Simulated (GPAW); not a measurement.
Here is a GPAW 26.7.0 calculation.

File run.py:

```python
from ase import Atoms
from ase.dft.bandgap import bandgap
from ase.io import write
from ase.units import GPa
from gpaw import GPAW, PW

atoms = Atoms(['Si', 'Si'],
              cell=[[0.0, 2.7218511865, 2.7218511865],
                    [2.7218511865, 0.0, 2.7218511865],
                    [2.7218511865, 2.7218511865, 0.0]],
              scaled_positions=[[0.5, 0.5, 0.5],
                                [0.75, 0.75, 0.75]],
              pbc=True)

calc = GPAW(mode=PW(600),
            xc='RPBE',
            kpts={'size': (8, 8, 8), 'gamma': True},
            occupations={'name': 'fermi-dirac', 'width': 0.05},
            nbands=11,
            convergence={'density': 1e-05, 'energy': 1e-05},
            maxiter=150,
            txt='gpaw.txt')
atoms.calc = calc
energy = atoms.get_potential_energy()
forces = atoms.get_forces()
stress = atoms.get_stress()
calc.write('gs.gpw')
write('result.traj', atoms)
print(f'Energy: {energy:.6f} eV')
print('Forces (eV/A):')
print(forces.round(4))
print('Stress (GPa):', (stress / GPa).round(3))
print('Fermi level:', round(calc.get_fermi_level(), 4), 'eV')
print(f'Gap: {bandgap(calc)[0]:.4f} eV, direct: {bandgap(calc, direct=True)[0]:.4f} eV')

path = atoms.cell.bandpath('GXWKGLUWLK,UX', npoints=60, eps=1e-4)
bs_calc = calc.fixed_density(kpts=path, symmetry='off', nbands=21,
                             convergence={'bands': 'CBM+6.0', 'eigenstates': 1e-6}, txt='bands.txt')
bs = bs_calc.band_structure()
bs.write('bs.json')
print(f'Gap on the path: {bandgap(bs_calc)[0]:.4f} eV')
```

Potentials or basis: the program's PAW data sets (release 1.2.1) made for this functional, pw.

Run with:

```sh
$ OMP_NUM_THREADS=1 python run.py
```

(1) What does it give for the band gap along the path?

(2) What does it give for the pressure?

(3) Estimate the band gap on the k mesh.

Results:

(1) 0.65 eV, indirect (least direct gap 2.56 eV).

(2) 3.2 GPa.

(3) 0.68 eV, indirect (least direct gap 2.56 eV).
